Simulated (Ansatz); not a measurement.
# NaCl (zincblende): gap against strain (isotropic on every length)

Zincblende NaCl, relaxed with r2SCAN in Ansatz, then strained (isotropic on every length; changes of length per length, axes as in the cell below) with the atoms relaxed again within the symmetry that is left. Space group F-43m (No. 216), cubic; conventional cell a = 6.175 Å, 29.43 Å³ an atom. Na has 4 Cl at 2.67 Å; Cl has 4 Na at 2.67 Å. All values are calculated for a non-magnetic cell, which may be hypothetical.

```
Na Cl
1.0
     0.00000    3.08727    3.08727
     3.08727    0.00000    3.08727
     3.08727    3.08727    0.00000
Na Cl
1 1
Direct
  0.00000 0.00000 0.00000
  0.25000 0.25000 0.25000
```

Gaps are the least over each mesh (PBE 8×8×8, r2SCAN 8×8×8, HSE06 6×6×6 when unstrained) and the special points, which keep their unstrained names; stress is the change from the unstrained cell, compression positive.

| strain (%) | gap, PBE (eV) | gap, r2SCAN (eV) | gap, HSE06 (eV) | edges, HSE06 | mean stress, r2SCAN (GPa) | energy rise, r2SCAN (meV/atom) |
| --- | --- | --- | --- | --- | --- | --- |
| -2.5 | 5.132 | 5.738 | 6.449 | Γ | +1.69 | 10.8 |
| -0.77 | 4.999 | 5.607 | 6.307 | Γ | +0.46 | 1.0 |
| 0.0 | 4.942 | 5.552 | 6.246 | Γ | 0.00 | 0.0 |

Task: Estimate the row for a strain of -3.46 %.

Result:

| strain (%) | gap, PBE (eV) | gap, r2SCAN (eV) | gap, HSE06 (eV) | edges, HSE06 | mean stress, r2SCAN (GPa) | energy rise, r2SCAN (meV/atom) |
| --- | --- | --- | --- | --- | --- | --- |
| -3.46 | 5.208 | 5.815 | 6.532 | Γ | +2.52 | 21.4 |

The meshes of the hybrids are coarse, so their gaps aren't converged to the digits shown.
